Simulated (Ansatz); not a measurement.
Si2W:

```xyz
3
Lattice="-1.6069 1.6069 3.9150 1.6069 -1.6069 3.9150 1.6069 1.6069 -3.9150" Properties=species:S:1:pos:R:3 pbc="T T T"
W     0.0000    0.0000    0.0000
Si    0.0000    0.0000    5.2092
Si    0.0000    0.0000    2.6207
```

* Program: Ansatz 0.2.0
* Task: relaxation of cell and atoms
* Functional: PBEsol
* Potentials or basis: Ansatz PAW
* Cutoff: 420 eV (not typed: the program's choice for these potentials)
* k mesh: 12 × 12 × 12
* Occupations: fermi-dirac, width 0.05 eV
* Spin: no spin polarisation
* Hubbard terms: W d U = 5 eV

At the start: volume 13.48 Å³/atom.

Question: Where does the relaxation end?

Answer: It ends after 5 steps and the volume is 13.34 Å³/atom (-1.1 %); space group I4/mmm (No. 139, to 0.05 Å).

Step by step:
```tsv
step	energy change (eV)	largest force (eV/Å)	volume (Å³)
1	0.0000	0.3030	40.44
2	-0.0078	0.0011	39.82
3	-0.0084	0.0077	40.01
4	-0.0085	0.0029	40.01
5	-0.0083	0.0029	40.01
```

Final structure:
```
W Si
1.0
    -1.60312    1.60312    3.89197
     1.60312   -1.60312    3.89197
     1.60312    1.60312   -3.89197
W Si
1 2
Cartesian
  0.0000 0.0000 0.0000
  0.0000 0.0000 5.1659
  0.0000 0.0000 2.6181
```

Caveat: the plane-wave basis is chosen anew once the cell has moved, so the energies of steps on either side of that aren't comparable; U without spin polarisation on a metal has little footing; the PAW data sets come from PBE, with cores solved anew for the run's functional, which leaves a small shift of forces and pressure; the U is typed as a test and isn't derived for this compound.
